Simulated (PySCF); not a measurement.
Screening by computed properties: pick the candidate that meets the target.

Species are written as SMILES; each is one conformer at its optimised geometry, gas phase, non-relativistic unless stated; the electronic structure was computed with PySCF and density fitting.

Question: Wanted: smallest rotational constant below 7 GHz (PBE0-D3(BJ)/def2-TZVP) and lowest singlet excitation below 6.4 eV (TDDFT CAM-B3LYP/aug-cc-pVTZ), at PBE0-D3(BJ)/def2-TZVP geometries. Which candidate meets both?
A. 1-methylcyclopropene, `CC1=CC1`
B. bicyclo[1.1.0]butane, `C1[C@H]2C[C@@H]12`
C. 1-butyne, `C#CCC`
D. methylenecyclopropane, `C=C1CC1`

Answer: A. Computed values:
```
                                species  smallest rotational constant  lowest singlet excitation
                        1-butyne, C#CCC                     4.124 GHz                    6.50 eV
          1-methylcyclopropene, CC1=CC1                     5.246 GHz                    6.01 eV
         methylenecyclopropane, C=C1CC1                     5.514 GHz                    6.63 eV
bicyclo[1.1.0]butane, C1[C@H]2C[C@@H]12                     8.519 GHz                    6.29 eV
```

Question: Wanted: HOMO–LUMO gap between 9 eV and 9.2 eV (CAM-B3LYP/aug-cc-pVTZ) and HOMO energy below -8.3 eV (CAM-B3LYP/aug-cc-pVTZ), at PBE0-D3(BJ)/def2-TZVP geometries. Which candidate meets both?
A. bicyclo[1.1.0]butane, `C1[C@H]2C[C@@H]12`
B. 1-methylcyclopropene, `CC1=CC1`
C. 1-butyne, `C#CCC`
D. methylenecyclopropane, `C=C1CC1`

Answer: D. Computed values:
| species | HOMO–LUMO gap | HOMO energy |
| --- | --- | --- |
| 1-methylcyclopropene, CC1=CC1 | 8.45 eV | -8.16 eV |
| bicyclo[1.1.0]butane, C1[C@H]2C[C@@H]12 | 8.74 eV | -8.40 eV |
| methylenecyclopropane, C=C1CC1 | 9.11 eV | -8.77 eV |
| 1-butyne, C#CCC | 9.31 eV | -9.06 eV |

Question: Wanted: electronic spatial extent ⟨r²⟩ about the centre of nuclear charge below 230 bohr² (CAM-B3LYP/aug-cc-pVTZ) and dipole moment above 0.3 D (CAM-B3LYP/aug-cc-pVTZ), at PBE0-D3(BJ)/def2-TZVP geometries. Which candidate meets both?
A. bicyclo[1.1.0]butane, `C1[C@H]2C[C@@H]12`
B. methylenecyclopropane, `C=C1CC1`
C. cyclobutene, `C1=CCC1`
D. 1-methylcyclopropene, `CC1=CC1`

Answer: A. Computed values:
```
                                species  electronic spatial extent ⟨r²⟩ about the centre of nuclear charge  dipole moment
bicyclo[1.1.0]butane, C1[C@H]2C[C@@H]12                                                          222 bohr²         0.70 D
                   cyclobutene, C1=CCC1                                                          234 bohr²         0.15 D
         methylenecyclopropane, C=C1CC1                                                          274 bohr²         0.47 D
          1-methylcyclopropene, CC1=CC1                                                          285 bohr²         0.92 D
```
